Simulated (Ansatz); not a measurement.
## Property card for InSe

Computed with Ansatz, DFT r2SCAN, scalar-relativistic, plane waves, PAW.

Plane waves to 500 eV, a k mesh through Γ of 12×12×2 on the computed 8-atom cell and Gaussian smearing (0.02 eV); no spin polarisation.

The structure is relaxed at this level of theory with its symmetry kept.

```cif
data_structure
_symmetry_space_group_name_H-M 'P 1'
_symmetry_Int_Tables_number 1
_cell_length_a 4.0433
_cell_length_b 4.0433
_cell_length_c 17.4230
_cell_angle_alpha 90.000
_cell_angle_beta 90.000
_cell_angle_gamma 120.000
_cell_volume 246.67
loop_
_atom_site_label
_atom_site_type_symbol
_atom_site_fract_x
_atom_site_fract_y
_atom_site_fract_z
_atom_site_occupancy
In1 In 0.33333 0.66667 0.16972 1
In2 In 0.66667 0.33333 0.66972 1
In3 In 0.33333 0.66667 0.33028 1
In4 In 0.66667 0.33333 0.83028 1
Se1 Se 0.33333 0.66667 0.59750 1
Se2 Se 0.66667 0.33333 0.09750 1
Se3 Se 0.33333 0.66667 0.90250 1
Se4 Se 0.66667 0.33333 0.40250 1
```

* Space group: P6_3/mmc (No. 194)
* Volume per atom: 208.1 bohr³
* Formation energy from the elements' standard states (uncorrected): -0.682 eV/atom
* Generalised Kohn–Sham band gap: 0.95 eV, direct at Γ
* Löwdin character of the top 1 eV of the valence band: Se 4p 68 %, In 5p 21 %, In 5s 8 %
* Löwdin character of the lowest 1 eV of the conduction band: In 5p 32 %, Se 4p 29 %, In 5s 25 %, Se 4s 8 %, unprojected 4 %
* Electron masses at the edge by Cartesian direction of the standard setting (m_e; degenerate bands sorted by energy; no spin-orbit coupling): x: 0.15; y: 0.15; z: 0.11
* Hole masses at the edge by Cartesian direction of the standard setting (m_e; degenerate bands sorted by energy; no spin-orbit coupling): x: 2.1; y: 2.1; z: 0.10
* Bader charges (e): In (4 in the cell) 0.77, Se (4 in the cell) -0.77

Each cell of InSe holds layers, and where no dispersion correction was added their binding is poorly described.

Cost: 8 runs of about 46 core-minutes in all, on Arm Neoverse V2 (shared hosts).